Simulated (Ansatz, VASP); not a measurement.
## I: VASP beside Ansatz

Contents of INCAR:

```
SYSTEM = I
PREC     = Accurate       ! precision mode
ENCUT    = 520            ! plane-wave cutoff, eV
EDIFF    = 1E-6           ! SCF threshold, eV
ISMEAR   = -1             ! smearing method
SIGMA    = 0.1            ! smearing width, eV
LREAL    = .False.        ! projectors in reciprocal space
LASPH    = .True.         ! aspherical terms in the spheres
NELM     = 80             ! most SCF steps
ALGO     = Normal         ! electronic algorithm
ISIF     = 2              ! what is computed and relaxed
LWAVE    = .False.        ! write WAVECAR
LCHARG   = .True.         ! write CHGCAR
GGA      = PE             ! functional
LELF     = .True.         ! ELF
LVHAR    = .True.       
NBANDS   = 14             ! bands
```

KPOINTS

```
regular mesh
0
Gamma
  11 11 11
  0 0 0
```

File POSCAR:

```
I
1.0
    2.2369263715     -1.2914900427      3.6598133654
    0.0000000000      2.5829800855      3.6598133653
   -2.2369263715     -1.2914900427      3.6598133654
I
2
Direct
    0.2500000000      0.2500000000      0.2500000000
   -0.2500000000     -0.2500000000     -0.2500000000
```

Input for Ansatz:

```yaml
crystal:
  lattice:
    - [2.2369263715, -1.2914900427, 3.6598133654]
    - [0.0, 2.5829800855, 3.6598133653]
    - [-2.2369263715, -1.2914900427, 3.6598133654]
  atoms:
    - { symbol: I, position: [0.25, 0.25, 0.25] }
    - { symbol: I, position: [-0.25, -0.25, -0.25] }
kpoints:
  mp_grid: { grid: [11, 11, 11] }
scf:
  occupations: { method: fermi_dirac, width: 0.1 }
hamiltonian:
  xc: pbe
  pseudopotentials: { kind: all_electron, lapw: { basis_error: 0.001 } }
output:
  forces: true
  stress: true
  eigenvalues: true
  populations: true
```

Change from the starting cell: volume scaled by 0.76, LAPW.

Alike in both runs: task single point; functional PBE; k mesh 11 × 11 × 11; occupations fermi-dirac, width 0.1 eV; no spin polarisation.

|  | VASP | Ansatz |
| --- | --- | --- |
| version | VASP 6.6.1 | Ansatz 0.2.0 |
| potentials or method | VASP PAW PBE potentials, release 64 (I) | all-electron LAPW, scalar-relativistic |
| plane-wave cutoff (eV) | 520 | see its input |

|  | VASP | Ansatz | Ansatz less VASP |
| --- | --- | --- | --- |
| pressure (GPa) | 12.6 | 12.6 | +0.04 |

Ansatz ran all-electron here, so the differences hold the error of VASP's frozen core and of both bases.

The runs have no spin-orbit coupling, so splittings on I are missing.
